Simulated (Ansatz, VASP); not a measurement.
Two plane-wave programs on CdS

```xyz
2
Lattice="0.0000 2.7532 2.7532 2.7532 0.0000 2.7532 2.7532 2.7532 0.0000" Properties=species:S:1:pos:R:3 pbc="T T T"
Cd    0.0000    0.0000    0.0000
S     2.7532    2.7532    2.7532
```

Measurements of this composition are mostly on another form, of space group No. 186.

Alike in both runs: task single point; functional PBE; k mesh 12 × 12 × 12; occupations gaussian, width 0.03 eV; no spin polarisation.

|  | VASP | Ansatz |
| --- | --- | --- |
| version | VASP 6.6.1 | Ansatz 0.2.0 |
| potentials or method | VASP PAW PBE potentials, release 64 (Cd, S) | scalar-relativistic, plane waves, PAW |
| plane-wave cutoff (eV) | 520 | 420 |
| valence electrons in the cell | 18 | 26 |

```csv
,VASP,Ansatz,Ansatz less VASP
gap on the k mesh at the Fermi level (eV),0.25,0.26,+0.011
least direct gap on the mesh (eV),1.53,1.55,+0.024
pressure (GPa),-0.1,-0.4,-0.38
```

The two sets of potentials don't hold the same shells in valence.

A k mesh can miss the band edges.
